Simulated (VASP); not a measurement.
Here is a VASP 6.6.1 calculation.

run.py

```python
from ase.calculators.vasp import Vasp
from ase.dft.bandgap import bandgap
from ase.io import read

atoms = read('Pb.xyz')
calc = Vasp(
    directory='calc',
    xc='pbe',
    pp='PBE',
    setups='materialsproject',
    prec='Accurate',
    encut=520,
    ediff=1e-07,
    ismear=0,
    sigma=0.05,
    lreal=False,
    lasph=True,
    nelm=80,
    algo='Normal',
    isif=2,
    lwave=False,
    lcharg=False,
    kpts=[9, 9, 5],
    gamma=True,
)
atoms.calc = calc

print('energy (eV):', atoms.get_potential_energy())
print('free energy (eV):', atoms.get_potential_energy(force_consistent=True))
print('forces (eV/A):')
print(atoms.get_forces())
print('stress (eV/A^3, Voigt):', atoms.get_stress())
print('Fermi level (eV):', calc.get_fermi_level())
gap, top, bottom = bandgap(calc)
print('band gap (eV):', gap, 'from (spin, k, band)', top, 'to', bottom)
```

Contents of Pb.xyz:

```xyz
2
Lattice="3.4800000000 0.0000000000 0.0000000000 -1.7400000000 3.0137684052 0.0000000000 0.0000000000 0.0000000000 5.5900000000" Properties=species:S:1:pos:R:3 pbc="T T T"
Pb     1.7400000002      1.0045894683      4.1925000000
Pb    -0.0000000002      2.0091789369      1.3975000000
```

Potentials or basis: VASP PAW PBE potentials, release 64 (Pb_d).

Launch:

```console
$ python run.py
```

Task: What does it give for the band gap on the k mesh?

Result: None (metal or under the smearing width).

Task: Estimate the pressure.

Result: 4.0 GPa.

Stress tensor (GPa, compression positive):
```
2.54 0.00 0.00
0.00 2.54 0.00
0.00 0.00 6.81
```

The run has no spin-orbit coupling, so splittings on Pb are missing.
